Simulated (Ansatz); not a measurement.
The system is W.

```
CELL_PARAMETERS angstrom
0.00000 2.03000 2.03000
2.03000 0.00000 2.03000
2.03000 2.03000 0.00000
ATOMIC_POSITIONS crystal
W 0.00000 0.00000 0.00000
```

This isn't the form of W at room conditions, which is bcc.

```yaml
Program: Ansatz 0.2.0
Task: single point
Functional: PBE
Potentials_or_basis: all-electron LAPW, scalar-relativistic
Cutoff: 253 eV (chosen from the basis error)
Basis_error_allowed: 0.001 eV/atom
k_mesh: 11 × 11 × 11
Occupations: fermi-dirac, width 0.05 eV
Spin: no spin polarisation
```

On this cell: pressure -4.7 GPa; band gap on the k mesh none (metal or under the smearing width).

The same run follows on a disturbed copy (cell strained at random at fixed volume):

```
W
1.0
     0.01192    2.00823    2.03186
     2.02971    0.01106    2.03272
     2.05415    2.03352   -0.01337
W
1
Direct
  0.99325 0.99126 0.01410
```

**Question.** What does the disturbed cell give?

**Answer.** The energy (extrapolated to zero smearing) moves by -4.5 meV/atom; pressure -4.7 GPa; band gap on the k mesh none (metal or under the smearing width).

Stress tensor (GPa, compression positive):
```
-4.03  2.42 -0.74
 2.42 -6.46 -1.03
-0.74 -1.03 -3.51
```

The energy falls, though the first cell shows no forces: that form is unstable against this distortion, unless noise or another electronic state is at work.
